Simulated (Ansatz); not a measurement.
The calculation used Ansatz 0.2.0, DFT r2SCAN, scalar-relativistic, plane waves, PAW.

Structure of ZrS₂:

```
CELL_PARAMETERS angstrom
3.69100 0.00000 0.00000
-1.84550 3.19650 0.00000
0.00000 0.00000 6.09632
ATOMIC_POSITIONS crystal
Zr 0.00000 0.00000 0.00000
S 0.66667 0.33333 0.76433
S 0.33333 0.66667 0.23567
```

Settings: cutoff 500 eV, Γ-centred mesh 12×12×6 on the computed 3-atom cell, Gaussian smearing of 0.02 eV; no spin polarisation.

Levels along Γ–M–K–Γ–A–L–H–A | L–M | H–K, in eV from a zero inside the gap, sorted by energy at each point. Points in fractions of the primitive reciprocal vectors: Γ (0.000 0.000 0.000), M (0.500 0.000 0.000), K (0.333 0.333 0.000), A (0.000 0.000 0.500), L (0.500 0.000 0.500), H (0.333 0.333 0.500).
| point | k (1/Å, with 2π) | band 9 | band 10 | band 11 | band 12 | band 13 | band 14 | band 15 |
| --- | --- | --- | --- | --- | --- | --- | --- | --- |
| Γ | 0.000 | -3.55 | -0.77 | -0.77 | -0.76 | 1.25 | 1.25 | 2.15 |
| - | 0.140 | -3.51 | -1.11 | -0.92 | -0.71 | 1.31 | 1.42 | 2.19 |
| - | 0.281 | -3.43 | -1.88 | -1.23 | -0.69 | 1.33 | 1.82 | 2.35 |
| - | 0.421 | -3.32 | -2.73 | -1.54 | -0.85 | 1.24 | 2.22 | 2.60 |
| - | 0.562 | -3.44 | -3.23 | -1.75 | -1.23 | 1.10 | 2.54 | 2.88 |
| - | 0.702 | -3.35 | -3.20 | -1.85 | -1.72 | 0.97 | 2.76 | 3.12 |
| - | 0.842 | -3.21 | -3.07 | -2.15 | -1.87 | 0.88 | 2.90 | 3.23 |
| M | 0.983 | -3.22 | -3.03 | -2.33 | -1.87 | 0.85 | 2.96 | 3.24 |
| - | 1.064 | -3.10 | -3.02 | -2.30 | -1.98 | 0.93 | 2.94 | 3.22 |
| - | 1.145 | -2.98 | -2.97 | -2.25 | -2.24 | 1.14 | 2.91 | 3.15 |
| - | 1.226 | -2.95 | -2.88 | -2.58 | -2.18 | 1.40 | 2.89 | 3.04 |
| - | 1.307 | -3.07 | -2.80 | -2.77 | -2.13 | 1.63 | 2.88 | 2.94 |
| - | 1.388 | -3.41 | -2.74 | -2.74 | -2.11 | 1.80 | 2.87 | 2.89 |
| - | 1.469 | -3.74 | -2.69 | -2.69 | -2.13 | 1.88 | 2.86 | 2.90 |
| K | 1.550 | -4.00 | -2.67 | -2.67 | -2.14 | 1.89 | 2.88 | 2.88 |
| - | 1.712 | -3.59 | -2.77 | -2.75 | -2.03 | 1.87 | 2.75 | 2.94 |
| - | 1.875 | -3.37 | -3.00 | -2.77 | -1.72 | 1.77 | 2.53 | 3.08 |
| - | 2.037 | -3.67 | -2.96 | -2.51 | -1.32 | 1.66 | 2.26 | 3.16 |
| - | 2.199 | -3.45 | -2.75 | -2.02 | -0.93 | 1.63 | 1.96 | 2.87 |
| - | 2.361 | -3.41 | -2.04 | -1.46 | -0.71 | 1.61 | 1.65 | 2.47 |
| - | 2.523 | -3.50 | -1.20 | -0.98 | -0.70 | 1.37 | 1.43 | 2.21 |
| Γ | 2.685 | -3.55 | -0.77 | -0.77 | -0.76 | 1.25 | 1.25 | 2.15 |
| - | 2.759 | -3.54 | -0.83 | -0.78 | -0.78 | 1.24 | 1.24 | 2.18 |
| - | 2.832 | -3.54 | -1.02 | -0.79 | -0.79 | 1.24 | 1.24 | 2.25 |
| - | 2.906 | -3.54 | -1.30 | -0.81 | -0.81 | 1.24 | 1.24 | 2.33 |
| - | 2.980 | -3.53 | -1.61 | -0.82 | -0.82 | 1.23 | 1.23 | 2.40 |
| - | 3.053 | -3.53 | -1.91 | -0.84 | -0.84 | 1.23 | 1.23 | 2.46 |
| - | 3.127 | -3.52 | -2.14 | -0.85 | -0.85 | 1.22 | 1.22 | 2.49 |
| A | 3.200 | -3.52 | -2.23 | -0.86 | -0.86 | 1.22 | 1.22 | 2.50 |
| - | 3.341 | -3.49 | -2.02 | -1.18 | -1.00 | 1.28 | 1.40 | 2.59 |
| - | 3.481 | -3.41 | -1.90 | -1.61 | -1.28 | 1.29 | 1.81 | 2.80 |
| - | 3.622 | -3.32 | -2.57 | -1.55 | -1.36 | 1.18 | 2.25 | 2.97 |
| - | 3.762 | -3.27 | -2.81 | -1.70 | -1.36 | 1.01 | 2.59 | 3.03 |
| - | 3.902 | -3.27 | -2.72 | -1.74 | -1.50 | 0.85 | 2.80 | 3.09 |
| - | 4.043 | -3.30 | -2.79 | -1.71 | -1.54 | 0.73 | 2.91 | 3.19 |
| L | 4.183 | -3.32 | -2.91 | -1.70 | -1.50 | 0.69 | 2.94 | 3.24 |
| - | 4.264 | -3.28 | -2.91 | -1.79 | -1.52 | 0.76 | 2.94 | 3.22 |
| - | 4.345 | -3.20 | -2.89 | -2.03 | -1.59 | 0.95 | 2.92 | 3.14 |
| - | 4.426 | -3.09 | -2.90 | -2.32 | -1.70 | 1.19 | 2.91 | 3.02 |
| - | 4.508 | -3.03 | -2.96 | -2.52 | -1.86 | 1.46 | 2.86 | 2.89 |
| - | 4.589 | -3.31 | -2.83 | -2.54 | -2.06 | 1.72 | 2.71 | 2.84 |
| - | 4.670 | -3.60 | -2.67 | -2.51 | -2.28 | 1.92 | 2.61 | 2.76 |
| H | 4.751 | -3.76 | -2.54 | -2.47 | -2.47 | 1.99 | 2.65 | 2.65 |
| - | 4.913 | -3.41 | -2.82 | -2.45 | -2.13 | 1.90 | 2.40 | 2.96 |
| - | 5.075 | -3.10 | -2.83 | -2.53 | -1.73 | 1.85 | 2.14 | 3.09 |
| - | 5.237 | -3.12 | -2.57 | -2.54 | -1.40 | 1.81 | 1.93 | 3.16 |
| - | 5.399 | -3.33 | -2.48 | -2.06 | -1.29 | 1.75 | 1.77 | 3.15 |
| - | 5.561 | -3.41 | -2.00 | -1.59 | -1.45 | 1.57 | 1.65 | 2.90 |
| - | 5.723 | -3.48 | -1.96 | -1.26 | -1.05 | 1.33 | 1.42 | 2.62 |
| A | 5.886 | -3.52 | -2.23 | -0.86 | -0.86 | 1.22 | 1.22 | 2.50 |
| L | 5.886 | -3.32 | -2.91 | -1.70 | -1.50 | 0.69 | 2.94 | 3.24 |
| - | 5.959 | -3.31 | -2.91 | -1.71 | -1.54 | 0.70 | 2.94 | 3.24 |
| - | 6.033 | -3.30 | -2.92 | -1.73 | -1.65 | 0.73 | 2.95 | 3.24 |
| - | 6.106 | -3.28 | -2.93 | -1.80 | -1.76 | 0.77 | 2.95 | 3.24 |
| - | 6.180 | -3.26 | -2.94 | -1.98 | -1.80 | 0.80 | 2.95 | 3.24 |
| - | 6.254 | -3.24 | -2.97 | -2.15 | -1.84 | 0.83 | 2.95 | 3.24 |
| - | 6.327 | -3.22 | -3.00 | -2.28 | -1.86 | 0.84 | 2.95 | 3.24 |
| M | 6.401 | -3.22 | -3.03 | -2.33 | -1.87 | 0.85 | 2.96 | 3.24 |
| H | 6.401 | -3.76 | -2.54 | -2.47 | -2.47 | 1.99 | 2.65 | 2.65 |
| - | 6.474 | -3.78 | -2.52 | -2.48 | -2.48 | 1.99 | 2.66 | 2.66 |
| - | 6.548 | -3.82 | -2.50 | -2.50 | -2.46 | 1.97 | 2.69 | 2.69 |
| - | 6.622 | -3.88 | -2.54 | -2.54 | -2.37 | 1.96 | 2.74 | 2.74 |
| - | 6.695 | -3.93 | -2.59 | -2.59 | -2.28 | 1.93 | 2.79 | 2.79 |
| - | 6.769 | -3.98 | -2.63 | -2.63 | -2.21 | 1.91 | 2.83 | 2.83 |
| - | 6.843 | -4.01 | -2.66 | -2.66 | -2.16 | 1.90 | 2.87 | 2.87 |
| K | 6.916 | -4.00 | -2.67 | -2.67 | -2.14 | 1.89 | 2.88 | 2.88 |

The cell holds layers, and where no dispersion correction was added their binding is poorly described.

Cost: 1 run of about 0.94 core-minutes, on Arm Neoverse V2 (shared hosts).